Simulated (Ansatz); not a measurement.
The system is HgTe.

```
Hg Te
1.0
    -3.04560    3.04560    1.55941
     3.04560   -3.04560    1.55941
     3.04560    3.04560   -1.55941
Hg Te
1 1
Direct
  0.75000 0.25000 0.50000
  0.00000 0.00000 0.00000
```

Measurements of this composition are mostly on another form, of space group No. 216.

* Program: Ansatz 0.2.0
* Task: relaxation of cell and atoms
* Functional: PBEsol
* Dispersion: D3(BJ)
* Potentials or basis: all-electron LAPW, scalar-relativistic
* Basis error allowed: 0.001 eV/atom
* k mesh: 10 × 10 × 10
* Occupations: fermi-dirac, width 0.05 eV
* Spin: no spin polarisation

At the start: volume 28.93 Å³/atom.

Problem. Where does the relaxation end?

Solution. Over 6 steps the energy falls by 101.1 meV/atom and the volume is 25.37 Å³/atom (-12.3 %); space group I-4m2 (No. 119, to 0.05 Å).

Step by step:
| step | energy change (eV) | largest force (eV/Å) | volume (Å³) |
| --- | --- | --- | --- |
| 1 | 0.0000 | 0.0000 | 57.86 |
| 2 | -0.1783 | 0.0000 | 51.60 |
| 3 | -0.1883 | 0.0000 | 49.19 |
| 4 | -0.2020 | 0.0000 | 50.87 |
| 5 | -0.2022 | 0.0000 | 50.75 |
| 6 | -0.2023 | 0.0000 | 50.75 |

Final structure:
```xyz
2
Lattice="-2.8418 2.8418 1.5709 2.8418 -2.8418 1.5709 2.8418 2.8418 -1.5709" Properties=species:S:1:pos:R:3 pbc="T T T"
Hg    0.0000    2.8418    0.7855
Te    0.0000    0.0000    0.0000
```
